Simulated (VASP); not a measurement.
# Rh (P6_3/mmc) in VASP: density of states with PBE

Aim: the density of states of Rh with PBE.

Program: VASP 6.6.1. These are calculated values, not measurements. Logs are shortened: lines on timing, memory, paths and dates and some standing lists are left out, and cuts for length are marked.

**1. The crystal as given**

The structure is hexagonal, space group P6_3/mmc (No. 194). Conventional cell: a = 2.726 Å, b = 2.726 Å, c = 4.380 Å, α = 90.00°, β = 90.00°, γ = 120.00°. Around Rh (site symmetry -6m2) lie 12 Rh at 2.70 to 2.73 Å.

The cell was built by a generator and needn't be a form met in nature.

**2. Density of states, PBE**

Input file POSCAR:

```
Rh
1.0
    2.7257387625      0.0000000000      0.0000000000
   -1.3628693812      2.3605590124      0.0000000000
    0.0000000000      0.0000000000      4.3804180878
Rh
2
Direct
    0.3333333333      0.6666666667      0.7500000000
    0.6666666667      0.3333333333      0.2500000000
```

Input file INCAR.step1:

```
SYSTEM = Rh
PREC = Accurate
ENCUT = 520
EDIFF = 1E-6
ISMEAR = 0
SIGMA = 0.05
LREAL = .FALSE.
LASPH = .TRUE.
NELM = 100
ALGO = Fast
ISIF = 2
LWAVE = .FALSE.
LCHARG = .TRUE.
LMAXMIX = 4
GGA = PE
NBANDS = 22
```

Input file KPOINTS.step1:

```
Automatic mesh
0
G
  18 18 10
  0 0 0
```

Input file INCAR.step2:

```
SYSTEM = Rh
PREC = Accurate
ENCUT = 520
EDIFF = 1E-6
ISMEAR = -5
SIGMA = 0.05
LREAL = .FALSE.
LASPH = .TRUE.
NELM = 100
ALGO = Fast
ISIF = 2
LWAVE = .FALSE.
LCHARG = .FALSE.
LMAXMIX = 4
GGA = PE
LORBIT = 11
NBANDS = 22
NEDOS = 1001
ICHARG = 11
```

Input file KPOINTS.step2:

```
Automatic mesh
0
G
  27 27 15
  0 0 0
```

Potentials or basis: VASP PAW PBE potentials, release 64 (Rh_pv).

Started as:

```
> cat potpaw_PBE.64/Rh_pv/POTCAR > POTCAR
> cp INCAR.step1 INCAR
> cp KPOINTS.step1 KPOINTS
> mpirun -np 1 vasp_std > vasp.out
> cp INCAR.step2 INCAR
> cp KPOINTS.step2 KPOINTS
> mpirun -np 1 vasp_std > vasp.out
```

OUTCAR:

```text
SYSTEM = Rh
   PREC = Accurate
   ENCUT = 520
   EDIFF = 1E-6
   ISMEAR = -5
   LREAL = .FALSE.
   LASPH = .TRUE.
   NELM = 100
   ISIF = 2
   GGA = PE
   LORBIT = 11
   ICHARG = 11

 ion  position               nearest neighbor table
   1  0.333  0.667  0.750-   2 2.70   2 2.70   2 2.70   2 2.70   2 2.70   2 2.70
   2  0.667  0.333  0.250-   1 2.70   1 2.70   1 2.70   1 2.70   1 2.70   1 2.70

  LATTYP: Found a hexagonal cell.
 ALAT       =     2.7257387625
 C/A-ratio  =     1.6070571942

  Lattice vectors:

 A1 = (   2.7257387625,   0.0000000000,   0.0000000000)
 A2 = (  -1.3628693812,   2.3605590124,   0.0000000000)
 A3 = (   0.0000000000,   0.0000000000,   4.3804180878)

Analysis of symmetry for initial positions (statically):
=====================================================================
 Subroutine PRICEL returns:
 Original cell was already a primitive cell.

 Routine SETGRP: Setting up the symmetry group for a
 hexagonal supercell.

 Subroutine GETGRP returns: Found 24 space group operations
 (whereof 12 operations were pure point group operations)
 out of a pool of 24 trial point group operations.

The static configuration has the point symmetry D_3d.
 The point group associated with its full space group is D_6h.

Analysis of symmetry for dynamics (positions and initial velocities):
=====================================================================
 Subroutine PRICEL returns:
 Original cell was already a primitive cell.

 Routine SETGRP: Setting up the symmetry group for a
 hexagonal supercell.

 Subroutine GETGRP returns: Found 24 space group operations
 (whereof 12 operations were pure point group operations)
 out of a pool of 24 trial point group operations.

The dynamic configuration has the point symmetry D_3d.
 The point group associated with its full space group is D_6h.

 Subroutine INISYM returns: Found 24 space group operations
 (whereof 12 operations are pure point group operations),
 and found     1 'primitive' translations

----------------------------------------------------------------------------------------

                                     Primitive cell

  volume of cell :      28.1848

  direct lattice vectors                    reciprocal lattice vectors
     2.725738762  0.000000000  0.000000000     0.366873016  0.211814234  0.000000000
    -1.362869381  2.360559012  0.000000000     0.000000000  0.423628469  0.000000000
[... 92 lines left out ...]
   NFREE  =      0    steps in history (QN), initial steepest desc. (CG)
   ISIF   =      2    stress and relaxation
   ISYM   =      2    0-nonsym 1-usesym 2-fastsym
   POTIM  = 0.5000    time-step for ionic-motion
   TEBEG  =    0.0;   TEEND  =   0.0 temperature during run
   PSTRESS=    0.0 pullay stress
   NELECT =      30.0000    total number of electrons
   NUPDOWN=      -1.0000    fix difference up-down
   EMIN   =  10.00;   EMAX   =-10.00  energy-range for DOS
   EFERMI =   0.00;   METHOD = LEGACY
   ISMEAR =    -5;   SIGMA  =   0.05  broadening in eV -4-tet -1-fermi 0-gaus
   EFERMI_NEDOS =   21; number of points for ismear=-14 and -15
   IALGO  =     68    algorithm
   IMIX   =      4    mixing-type and parameters
     AMIX     =   0.40;   BMIX     =  1.00
     AMIX_MAG =   1.60;   BMIX_MAG =  1.00
  volume/ion in A,a.u.               =      14.09        95.10
  Fermi-wavevector in a.u.,A,eV,Ry     =   1.671515  3.158706 38.014181  2.793963
  Thomas-Fermi vector in A             =   2.756824
   LORBIT       =     11    0 simple, 1 ext, 2 COOP (PROOUT), +10 PAW based schemes
   GGA     = PE    functional components
   LHFCALC =     F    Hartree Fock is set to
   AEXX    =    0.0000 exact exchange contribution
   IVDW    =     0    specifies the selected vdW correction
   LEPSILON=     F    determine dielectric tensor
   LRPA    =     F    only Hartree local field effects (RPA)
 non-spin polarized calculation
 RMM-DIIS sequential band-by-band and
 Fermi weights with tetrahedron method with Bloechl corrections
  energy-cutoff  :      520.00
  volume of cell :       28.18
 maximum number of plane-waves:       780

 number of electron      30.0000011 magnetization

 Free energy of the ion-electron system (eV)
  ---------------------------------------------------
  ext. energy  EPLUGINS =         0.00000000
  ---------------------------------------------------
  free energy    TOTEN  =       -14.44092338 eV

  energy without entropy =      -14.44092338  energy(sigma->0) =      -14.44092338

 E-fermi :  11.5544     XC(G=0): -13.8716

 val. band max:       11.6698828301   @ k =   0.0000   0.0000   0.0000
 cond. band min:      11.5181682285   @ k =   0.1852   0.0741   0.4000
 fundamental gap:     -0.1517146017
 Fermi energy:        11.5543750356

 k-point     1 :       0.0000    0.0000    0.0000
  band No.  band energies     occupation
      1     -35.5791      2.00000
      2     -34.9590      2.00000
      3     -34.9590      2.00000
      4     -34.8804      2.00000
      5     -34.8565      2.00000
      6     -34.8565      2.00000
[... 589 lines left out ...]
     21      25.1375      0.00000
     22      26.6211      0.00000

 [... further k-points ...]

------------------------ aborting loop because EDIFF is reached ----------------------------------------

  FORCE on cell =-STRESS in cart. coord.  units (eV):
  Direction    XX          YY          ZZ          XY          YZ          ZX
  --------------------------------------------------------------------------------------
  -------------------------------------------------------------------------------------
  Total        0.1010339      0.1010339      0.0230378      0.0000000      0.0000000      0.0000000
  in kB        5.7433214      5.7433214      1.3095969      0.0000000      0.0000000      0.0000000
  external PRESSURE =       4.2654132 kB  Pullay stress =       0.0000000 kB

 VOLUME and BASIS-vectors are now :
 -----------------------------------------------------------------------------
  energy-cutoff  :      520.00
  volume of cell :       28.18
      direct lattice vectors                 reciprocal lattice vectors
     2.725738762  0.000000000  0.000000000     0.366873016  0.211814234  0.000000000
    -1.362869381  2.360559012  0.000000000     0.000000000  0.423628469  0.000000000
     0.000000000  0.000000000  4.380418088     0.000000000  0.000000000  0.228288711

 POSITION                                       TOTAL-FORCE (eV/Angst)
 -----------------------------------------------------------------------------------
     -0.00000      1.57371      3.28531        -0.000000      0.000000      0.000000
      1.36287      0.78685      1.09510         0.000000      0.000000      0.000000
 -----------------------------------------------------------------------------------
    total drift:                               -0.000000      0.000000     -0.000000

  FREE ENERGIE OF THE ION-ELECTRON SYSTEM (eV)
  ---------------------------------------------------
  free  energy   TOTEN  =       -14.4409233829 eV

  energy  without entropy=      -14.4409233829  energy(sigma->0) =      -14.44092338

 total charge

# of ion       s       p       d       tot
------------------------------------------
    1        0.399   6.286   7.060  13.745
    2        0.399   6.286   7.060  13.745
--------------------------------------------------
tot          0.798  12.571  14.121  27.490
```

OUTCAR.step1:

```text
SYSTEM = Rh
   PREC = Accurate
   ENCUT = 520
   EDIFF = 1E-6
   ISMEAR = 0
   LREAL = .FALSE.
   LASPH = .TRUE.
[... 826 lines left out ...]
     -0.00000      1.57371      3.28531        -0.000000      0.000000      0.000000
      1.36287      0.78685      1.09510         0.000000     -0.000000      0.000000
 -----------------------------------------------------------------------------------
    total drift:                               -0.000000      0.000000     -0.000000

  FREE ENERGIE OF THE ION-ELECTRON SYSTEM (eV)
  ---------------------------------------------------
  free  energy   TOTEN  =       -14.4442932212 eV

  energy  without entropy=      -14.4397087018  energy(sigma->0) =      -14.44200096
```

It took 2 min on 1 thread of Intel Xeon 6975P-C (Granite Rapids), shared host; peak memory 0.4 GiB.

What came out:

* Valence electrons inside the program's atomic spheres: Rh 13.74

States per cell in windows of 0.5 eV (zero at the Fermi level; states under -8 eV left out):
| from (eV) | total | Rh1_d | Rh2_d | Rh1_p | Rh2_p | Rh1_s | Rh2_s |
| --- | --- | --- | --- | --- | --- | --- | --- |
| -8.0 | 0.02 | 0.00 | 0.00 | 0.00 | 0.00 | 0.01 | 0.01 |
| -7.5 | 0.06 | 0.00 | 0.00 | 0.00 | 0.00 | 0.02 | 0.02 |
| -7.0 | 0.09 | 0.00 | 0.00 | 0.00 | 0.00 | 0.02 | 0.02 |
| -6.5 | 0.19 | 0.02 | 0.02 | 0.00 | 0.00 | 0.04 | 0.04 |
| -6.0 | 1.26 | 0.38 | 0.38 | 0.01 | 0.01 | 0.10 | 0.10 |
| -5.5 | 1.59 | 0.55 | 0.55 | 0.02 | 0.02 | 0.07 | 0.07 |
| -5.0 | 1.41 | 0.51 | 0.51 | 0.03 | 0.03 | 0.04 | 0.04 |
| -4.5 | 1.58 | 0.60 | 0.60 | 0.03 | 0.03 | 0.02 | 0.02 |
| -4.0 | 1.49 | 0.58 | 0.58 | 0.03 | 0.03 | 0.02 | 0.02 |
| -3.5 | 1.86 | 0.77 | 0.77 | 0.03 | 0.03 | 0.01 | 0.01 |
| -3.0 | 1.90 | 0.80 | 0.80 | 0.03 | 0.03 | 0.01 | 0.01 |
| -2.5 | 1.69 | 0.70 | 0.70 | 0.04 | 0.04 | 0.01 | 0.01 |
| -2.0 | 1.50 | 0.63 | 0.63 | 0.03 | 0.03 | 0.01 | 0.01 |
| -1.5 | 1.19 | 0.51 | 0.51 | 0.02 | 0.02 | 0.01 | 0.01 |
| -1.0 | 1.09 | 0.49 | 0.49 | 0.01 | 0.01 | 0.00 | 0.00 |
| -0.5 | 1.44 | 0.67 | 0.67 | 0.01 | 0.01 | 0.00 | 0.00 |
| 0.0 | 2.47 | 1.18 | 1.18 | 0.01 | 0.01 | 0.01 | 0.01 |
| 0.5 | 0.73 | 0.33 | 0.33 | 0.01 | 0.01 | 0.01 | 0.01 |
| 1.0 | 0.21 | 0.07 | 0.07 | 0.01 | 0.01 | 0.01 | 0.01 |
| 1.5 | 0.26 | 0.07 | 0.07 | 0.02 | 0.02 | 0.01 | 0.01 |
| 2.0 | 0.27 | 0.07 | 0.07 | 0.03 | 0.03 | 0.01 | 0.01 |
| 2.5 | 0.27 | 0.06 | 0.06 | 0.03 | 0.03 | 0.01 | 0.01 |
| 3.0 | 0.25 | 0.05 | 0.05 | 0.03 | 0.03 | 0.01 | 0.01 |
| 3.5 | 0.23 | 0.05 | 0.05 | 0.03 | 0.03 | 0.01 | 0.01 |
| 4.0 | 0.19 | 0.04 | 0.04 | 0.03 | 0.03 | 0.01 | 0.01 |
| 4.5 | 0.22 | 0.04 | 0.04 | 0.03 | 0.03 | 0.01 | 0.01 |
| 5.0 | 0.23 | 0.04 | 0.04 | 0.03 | 0.03 | 0.01 | 0.01 |
| 5.5 | 0.23 | 0.04 | 0.04 | 0.03 | 0.03 | 0.01 | 0.01 |
| 6.0 | 0.21 | 0.03 | 0.03 | 0.03 | 0.03 | 0.01 | 0.01 |
| 6.5 | 0.18 | 0.03 | 0.03 | 0.03 | 0.03 | 0.01 | 0.01 |
| 7.0 | 0.10 | 0.01 | 0.01 | 0.02 | 0.02 | 0.00 | 0.00 |
| 7.5 | 0.08 | 0.01 | 0.01 | 0.01 | 0.01 | 0.00 | 0.00 |

Caveat: tetrahedron occupations give inexact forces and stress in metals.
